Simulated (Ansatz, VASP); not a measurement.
Two plane-wave programs on TiSi2

File INCAR:

```
SYSTEM = TiSi2
PREC = Accurate
ENCUT = 520
EDIFF = 1E-6
ISMEAR = 0
SIGMA = 0.1
LREAL = .FALSE.
LASPH = .TRUE.
NELM = 100
ALGO = Normal
ISIF = 2
LWAVE = .FALSE.
LCHARG = .FALSE.
GGA = PS
NBANDS = 29
```

The input KPOINTS:

```
regular mesh
0
G
  6 6 6
  0 0 0
```

Contents of POSCAR:

```
TiSi2
1.0
    0.0000000000      4.1180000000      4.2615000000
    2.3865000000      0.0000000000      4.2615000000
    2.3865000000      4.1180000000      0.0000000000
Ti Si
2 4
Direct
    0.7500000000      0.7500000000      0.7500000000
    0.5000000000      0.5000000000      0.5000000000
    0.0830000000      0.4170000000      0.0830000000
    0.4170000000      0.0830000000      0.4170000000
    0.1670000000      0.8330000000      0.1670000000
    0.8330000000      0.1670000000      0.8330000000
```

Input for Ansatz:

```yaml
crystal:
  lattice:
    - [0.0, 4.118, 4.2615]
    - [2.3865, 0.0, 4.2615]
    - [2.3865, 4.118, 0.0]
  atoms:
    - { symbol: Ti, position: [0.75, 0.75, 0.75] }
    - { symbol: Ti, position: [0.5, 0.5, 0.5] }
    - { symbol: Si, position: [0.083, 0.417, 0.083] }
    - { symbol: Si, position: [0.417, 0.083, 0.417] }
    - { symbol: Si, position: [0.167, 0.833, 0.167] }
    - { symbol: Si, position: [0.833, 0.167, 0.833] }
basis:
  ecutwfc: 420
kpoints:
  mp_grid: { grid: [6, 6, 6] }
hamiltonian:
  xc: pbesol
scf:
  occupations: { method: gaussian, width: 0.1 }
output:
  forces: true
  stress: true
  eigenvalues: true
```

Alike in both runs: task single point; functional PBEsol; k mesh 6 × 6 × 6; occupations gaussian, width 0.1 eV; no spin polarisation.

|  | VASP | Ansatz |
| --- | --- | --- |
| version | VASP 6.6.1 | Ansatz 0.2.0 |
| potentials or method | VASP PAW PBE potentials, release 64 (Ti_sv, Si) | scalar-relativistic, plane waves, PAW |
| plane-wave cutoff (eV) | 520 | 420 |
| valence electrons in the cell | 40 | 40 |

```tsv
	VASP	Ansatz	Ansatz less VASP
gap on the k mesh at the Fermi level (eV)	none	none	-
pressure (GPa)	-1.6	-1.8	-0.16
largest component of the traceless stress (GPa)	0.93	0.98	+0.050
rms of the force components (eV/Å)	0.065	0.065	-0.0002
```

Atom by atom the forces differ by 0.000 eV/Å (rms over components). A gap of «none» marks a metal or a gap that the smearing closes. With one functional, cell and mesh, what is left measures potentials, basis and numerics.

Caveats: the PAW data sets were made with another functional, which shifts forces and pressure a little (VASP).
